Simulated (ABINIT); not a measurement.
Set up this calculation in ABINIT 10.8.3 (patched build), as the native input.

```yaml
Task: band structure
Functional: PW91
Potentials_or_basis: JTH PAW PBE v2.0
Cutoff: 707 eV
k_mesh: 7 × 7 × 7
Occupations: fermi-dirac, width 0.05 eV
Spin: no spin polarisation
Fine-grid_cutoff: 1306.15 eV
Exchange_and_correlation_inside_the_PAW_spheres: full angular mesh (pawxcdev 0, this build's default; the released program takes 1)
```

Cu3Au (Auricupride):

```
CELL_PARAMETERS angstrom
3.74000 0.00000 0.00000
0.00000 3.74000 0.00000
0.00000 0.00000 3.74000
ATOMIC_POSITIONS crystal
Au 0.00000 0.00000 0.00000
Cu 0.50000 0.50000 0.00000
Cu 0.50000 0.00000 0.50000
Cu 0.00000 0.50000 0.50000
```

The input as run:

run.abi

```
ndtset 2

pp_dirpath "./"
pseudos "Au.GGA_PBE-JTH.xml, Cu.GGA_PBE-JTH.xml"

acell 3*1.0 Angstrom
rprim
     3.7400000000     0.0000000000     0.0000000000
     0.0000000000     3.7400000000     0.0000000000
     0.0000000000     0.0000000000     3.7400000000
ntypat 2
znucl 79 29
natom 4
typat 1 2 2 2
xred
     0.0000000000     0.0000000000     0.0000000000
     0.5000000000     0.5000000000     0.0000000000
     0.5000000000     0.0000000000     0.5000000000
     0.0000000000     0.5000000000     0.5000000000

ecut 26.0
pawecutdg 48.0

ixc -109134

occopt 3
tsmear 0.00183747

nstep 100

iomode 3
prtwf 0
prteig 0
prtebands 0
prtden1 1
prtvha1 1
prtvclmb1 1
prtpot1 1

kptopt1 1
ngkpt1 7 7 7
nshiftk1 1
shiftk1 0.0 0.0 0.0
nband1 41
tolvrs1 1.0e-9

iscf2 -2
getden2 1
nband2 47
nbdbuf2 4
tolwfr2 1.0e-11
kptopt2 -5
ndivsm2 5
prteig2 1
kptbounds2
     0.0000000000     0.0000000000     0.0000000000
     0.0000000000     0.5000000000     0.0000000000
     0.5000000000     0.5000000000     0.0000000000
     0.0000000000     0.0000000000     0.0000000000
     0.5000000000     0.5000000000     0.5000000000
     0.0000000000     0.5000000000     0.0000000000
```

Potentials or basis: JTH PAW PBE v2.0.

Command:

```console
$ abinit run.abi > log 2>&1
```

Results of the run:

```json
{
  "Pressure": "5.2 GPa",
  "Band gap on the k mesh": "none (metal or under the smearing width)",
  "Valence electrons inside the program's atomic spheres": "Au 9.63; Cu 17.35"
}
```

Caveat: the PAW data sets were made with another functional, which shifts forces and pressure a little; spin-orbit coupling is left out, which moves the levels of the heavy elements.

It took 6 min on 1 thread of Arm Neoverse V1 (shared host), peak memory 0.18 GiB.
